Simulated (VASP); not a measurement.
BAs, 2 atoms in the cell. Symmetry: Pm-3m, No. 221, cubic system. Conventional cell: a = 2.934 Å, b = 2.934 Å, c = 2.934 Å, α = 90.00°, β = 90.00°, γ = 90.00°. B (site symmetry m-3m) has 8 As at 2.54 Å as nearest neighbours. Around As (site symmetry m-3m) lie 8 B at 2.54 Å. The cell was built by a generator and needn't be a form met in nature.

* Program: VASP 6.6.1
* Task: relaxation of cell and atoms
* Functional: PW91
* Potentials or basis: VASP PAW PBE potentials, release 64 (B, As)
* Cutoff: 600 eV
* k mesh: 9 × 9 × 9
* Occupations: fermi-dirac, width 0.05 eV
* Spin: no spin polarisation
* Further INCAR settings: ALGO = Fast; EDIFF = 1e-06; IBRION = 2; EDIFFG = -0.01; NSW = 60; ISIF = 3

Potentials or basis: VASP PAW PBE potentials, release 64 (B, As).

The run is started by

```console
$ cat potpaw_PBE.64/B/POTCAR potpaw_PBE.64/As/POTCAR > POTCAR
$ mpirun -np 1 vasp_std > vasp.out
```

Hardware: 1 thread of Intel(R) Xeon(R) Platinum 8488C (Sapphire Rapids) (shared host).

How long does it take, and how much memory?

Wall time 12 s on 1 thread of Intel(R) Xeon(R) Platinum 8488C (Sapphire Rapids), on a shared host, peak memory 0.13 GiB. Counts: scf iterations 22, k points 35, ion steps 3.
